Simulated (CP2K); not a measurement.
Band structure of ZnTe (F-43m, 2 atoms in the cell).

```
CELL_PARAMETERS angstrom
      4.29320     0.00000     0.00000
      2.14660     3.71802     0.00000
      2.14660     1.23934     3.50539
ATOMIC_POSITIONS crystal
  Zn 0.50000 0.50000 0.50000
  Te 0.25000 0.25000 0.25000
```

Method: PBE, GPW, DZVP-MOLOPT-SR-GTH basis, GTH-PBE potentials (GTH_POTENTIALS) (CP2K 2026.2).

Settings: CUTOFF = 600 Ry; REL_CUTOFF = 50 Ry; KPOINTS/SCHEME = MONKHORST-PACK 6 6 6; GAMMA_CENTERED = T; XC_FUNCTIONAL = PBE; Zn/BASIS_SET = DZVP-MOLOPT-SR-GTH; Zn/POTENTIAL = GTH-PBE-q12; Te/BASIS_SET = DZVP-MOLOPT-SR-GTH; Te/POTENTIAL = GTH-PBE-q6; METHOD = GPW; EPS_DEFAULT = 1e-10; EXTRAPOLATION = USE_GUESS; NGRIDS = 5; SCF_GUESS = ATOMIC.

The starting cell comes from a database of computed structures (which also holds hypothetical and non-ambient phases and stackings), without a prior relaxation at this level. Its lattice was rescaled by a random factor within 2.5 % of one. Spin-orbit coupling is off. Values carry the incompleteness of an atom-centred basis.

Question: Predict the gap along the standard path and the places of the band edges.

Answer: The gap along the path is 1.43 eV, direct at Γ to within 0.01 eV.

Levels in eV from the top of the valence band on the SCF mesh, bands 6 to 10:
| point | 6 | 7 | 8 | 9 | 10 |
|---|---|---|---|---|---|
| Γ | -6.75 | 0.00 | 0.00 | 0.00 | 1.43 |
| X | -6.53 | -5.08 | -2.23 | -2.23 | 2.38 |
| W | -6.45 | -4.95 | -2.90 | -2.68 | 4.85 |
| K | -6.48 | -4.97 | -3.16 | -1.85 | 2.73 |
| L | -6.59 | -5.27 | -0.92 | -0.92 | 1.88 |
| U | -6.48 | -4.97 | -3.16 | -1.85 | 2.73 |

Higher empty bands are left out: an atom-centred basis made for the valence describes them poorly.
